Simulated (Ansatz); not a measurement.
The system is BN.

```
N B
1.0
     2.49824    0.00000    0.00000
    -1.24912    2.16354    0.00000
     0.00000    0.00000    6.63570
N B
2 2
Direct
  0.66667 0.33333 0.25000
  0.33333 0.66667 0.75000
  0.66667 0.33333 0.75000
  0.33333 0.66667 0.25000
```

Base run:

| Item | Value |
| --- | --- |
| Program | Ansatz 0.2.0 |
| Functional | PBE |
| Potentials or basis | Ansatz PAW |
| Cutoff | 420 eV |
| Density cutoff | 1680 eV |
| k mesh | 7 × 7 × 3 |
| Occupations | fermi-dirac, width 0.05 eV |
| Spin | no spin polarisation |

Its results: band gap on the k mesh 4.50 eV, indirect (least direct gap 4.71 eV).

Question: After a change of settings the same cell gave: band gap on the k mesh 5.61 eV, indirect (least direct gap 5.84 eV). Which change was it?
A. functional from PBE to HSE03
B. k mesh from 7 × 7 × 3 to 12 × 12 × 4; occupations from fermi-dirac, width 0.05 eV to gaussian, width 0.027 eV
C. functional from PBE to RPBE
D. functional from PBE to exchange-only PBE; k mesh from 7 × 7 × 3 to 12 × 12 × 4

Answer: A.

HSE03 gives the wider gap, since exact exchange removes part of the self-interaction.

Caveats: odd divisions of the mesh miss points on the zone boundary, where band edges often lie, so the gap on the mesh can be too wide (some runs); the density of states is complete only up to the lowest level of the last band computed (some runs); the k mesh misses the band edges, so the gap on the mesh is wider than the one along the path (some runs).

Not every run made on this cell is shown here.
